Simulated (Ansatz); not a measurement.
CdS (Hawleyite):

```
Cd S
1.0
     0.00000    2.91650    2.91650
     2.91650    0.00000    2.91650
     2.91650    2.91650    0.00000
Cd S
1 1
Direct
  0.00000 0.00000 0.00000
  0.75000 0.75000 0.75000
```

Program: Ansatz 0.2.0. Alike in all runs: task band structure; cell as given; smearing fermi-dirac 0.05 eV; basis error allowed 0.001 eV/atom.

Q: Order these runs on this cell by their pressure, lowest first.
A. level PBE; potentials or basis all-electron LAPW, relativistic spinors; spin SOC, no magnetisation; k mesh 6 × 6 × 6; cutoff (eV) 246
B. level PBEsol; potentials or basis all-electron LAPW, relativistic spinors; spin SOC, no magnetisation; k mesh 6 × 6 × 6; cutoff (eV) 247
C. level BLYP; potentials or basis all-electron LAPW, scalar-relativistic; spin off; k mesh 8 × 8 × 8; cutoff (eV) 247

A: B (-0.3 GPa), A (2.8 GPa), C (6.1 GPa).
